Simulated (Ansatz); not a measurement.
Co in Ansatz: convergence with ecutrho ratio

Co:

```xyz
1
Lattice="-1.4146 1.3929 1.3922 1.4430 -1.3751 1.4028 1.4113 1.3718 -1.3744" Properties=species:S:1:pos:R:3 pbc="T T T"
Co    0.0000    0.0000    0.0000
```

This isn't the form of Co at room conditions, which is hcp.

| Quantity | Value |
| --- | --- |
| Program | Ansatz 0.2.0 |
| Task | convergence study |
| Functional | PBE |
| Potentials or basis | Ansatz PAW |
| Cutoff | 420 eV |
| Density cutoff | 1680 eV |
| k mesh | 10 × 9 × 10 |
| Occupations | fermi-dirac, width 0.1 eV |
| Spin | collinear spin, ferromagnetic start |
| Starting moments | [2.0] μB |

These are the settings of the first run; the series varies ecutrho ratio, with any setting tied to it.

Hardware: 2 threads of Intel(R) Xeon(R) 6975P-C (Granite Rapids) (shared host).

```
ecutrho ratio  energy less the tightest run, at zero smearing (meV/atom)  SCF cycles  CPU time (s)  peak memory (GiB)
            4                                                       0.00           9           9.9               0.43
            5                                                       0.00           9            10               0.46
            6                                                       0.00           9           8.8               0.46
            8                                                       0.00           9           8.6               0.47
           10                                                       0.00           9           8.7               0.48
           12                                                       0.00           9           7.7               0.49
```

Against the tightest run, the energy stays within 1 meV/atom from 4 on. The tightest run that finished is the yardstick and may itself not be fully converged.
